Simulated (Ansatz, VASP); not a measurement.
CdSe in VASP and in Ansatz

Contents of POSCAR:

```
CdSe
1.0
    0.0000000000      3.0677809647      3.0677809647
    3.0677809647      0.0000000000      3.0677809647
    3.0677809647      3.0677809647      0.0000000000
Cd Se
1 1
Direct
    0.0000000000      0.0000000000      0.0000000000
    0.2500000000      0.2500000000      0.2500000000
```

File INCAR.step1:

```
SYSTEM = CdSe
PREC = Accurate
ENCUT = 520
ISMEAR = 0
SIGMA = 0.01
LREAL = .FALSE.
LASPH = .TRUE.
NELM = 60
NBANDS = 16
GGA = PE
ALGO = Normal
EDIFF = 1E-4
LWAVE = .TRUE.
LCHARG = .FALSE.
```

Contents of INCAR.step2:

```
SYSTEM = CdSe
PREC = Accurate
ENCUT = 520
EDIFF = 1E-6
ISMEAR = 0
SIGMA = 0.01
LREAL = .FALSE.
LASPH = .TRUE.
NELM = 60
ALGO = Normal
ISIF = 2
LWAVE = .FALSE.
LCHARG = .FALSE.
METAGGA = R2SCAN
LMIXTAU = .TRUE.
NBANDS = 16
ISTART = 1
```

The input KPOINTS:

```
Automatic mesh
0
G
  4 4 4
  0 0 0
```

Input for Ansatz:

```yaml
crystal:
  lattice:
    - [0.0, 3.0677809647, 3.0677809647]
    - [3.0677809647, 0.0, 3.0677809647]
    - [3.0677809647, 3.0677809647, 0.0]
  atoms:
    - { symbol: Cd, position: [0.0, 0.0, 0.0] }
    - { symbol: Se, position: [0.25, 0.25, 0.25] }
kpoints:
  mp_grid: { grid: [4, 4, 4] }
hamiltonian:
  xc: r2scan
scf:
  occupations: { method: fixed }
output:
  optics:
    e_range: [0.5, 15]
    de: 0.1
    sigma: 0.05
    scissors: 0.3
    scheme: fermi_dirac
    bands: auto
```

Alike in both runs: task single point; functional r2SCAN; k mesh 4 × 4 × 4; no spin polarisation.

|  | VASP | Ansatz |
| --- | --- | --- |
| version | VASP 6.6.1 | Ansatz 0.2.0 |
| potentials or method | VASP PAW PBE potentials, release 64 (Cd, Se) | plane waves, PAW |
| plane-wave cutoff (eV) | 520 | 500 |
| occupations | gaussian, width 0.01 eV | fixed |
| valence electrons in the cell | 18 | 36 |

Ansatz gave:

- gap on the k mesh at the Fermi level (eV): 1.02

Question: Estimate VASP's values.

Answer: gap on the k mesh at the Fermi level (eV): 1.01.

The two sets of potentials don't hold the same shells in valence.

Caveats: the k mesh is coarse (spacing up to 0.44 Å⁻¹), so the values aren't converged; the PAW data sets were made with another functional, which shifts forces and pressure a little (VASP). r2SCAN opens gaps a little over a GGA but as a rule still falls short of measured ones.
